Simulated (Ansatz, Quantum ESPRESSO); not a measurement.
## SiC and the effect of the pressure

The cell as given:

The structure is hexagonal, space group P6_3mc (No. 186). The conventional cell has a = 3.076 Å, b = 3.076 Å, c = 5.048 Å, α = 90.00°, β = 90.00°, γ = 120.00°. Si (site symmetry 3m) is surrounded by 4 C at 1.87 to 1.94 Å. C (site symmetry 3m) is surrounded by 4 Si at 1.87 to 1.94 Å.

Kept alike: task relaxation of cell and atoms; functional PBEsol; k mesh 10 × 10 × 5; occupations fermi-dirac, width 0.05 eV; no spin polarisation. Program: Quantum ESPRESSO, SSSP 1.3 efficiency PBE, cutoff 857 eV. The mesh is that of the run's cell of 4 atoms. No spin-orbit coupling.

| run | volume (Å³/atom) | first edge of the run's cell (Å) | third edge of the run's cell (Å) |
| --- | --- | --- | --- |
| A | 9.293 | 2.969 | 4.868 |
| B | 9.944 | 3.037 | 4.981 |
| C | 10.273 | 3.069 | 5.037 |
| D | 9.594 | 3.001 | 4.921 |
| E | 10.364 | 3.078 | 5.052 |
| F | 10.144 | 3.057 | 5.015 |

The relaxations keep at least the cell's symmetry (P6_3mc). The runs follow the start's structure, whether or not it is the stable one at these pressures. P is the pressure aimed at, which the runs meet within some hundredths to tenths of a GPa. All rows use potentials made for PBE.

Task: The runs differ in the pressure alone: 0; 2; 5; 10; 20; 30 GPa. Which run is which?

Result: Run A is 30 GPa; run B is 10 GPa; run C is 2 GPa; run D is 20 GPa; run E is 0 GPa; run F is 5 GPa. The volume falls from 10.364 to 9.293 Å³/atom between 0 and 30 GPa. The volume falls ever more slowly, since the solid stiffens under load. At the pressures aimed at, which the runs meet within some tenths of a GPa, the step from 0 to 5 GPa gives a mean bulk modulus near 233 GPa, the last step 314 GPa. A twin series (Ansatz, all-electron LAPW, scalar-relativistic) moves it by -1.0707 between 0 and 30, against -1.0710 Å³/atom here. The first edge of the run's cell falls from 3.078 to 2.969 Å between 0 and 30 GPa. A twin series (Ansatz, all-electron LAPW, scalar-relativistic) moves it by -0.1091 between 0 and 30, against -0.1089 Å here. The third edge of the run's cell falls from 5.052 to 4.868 Å between 0 and 30 GPa. A twin series (Ansatz, all-electron LAPW, scalar-relativistic) moves it by -0.1840 between 0 and 30, against -0.1837 Å here.
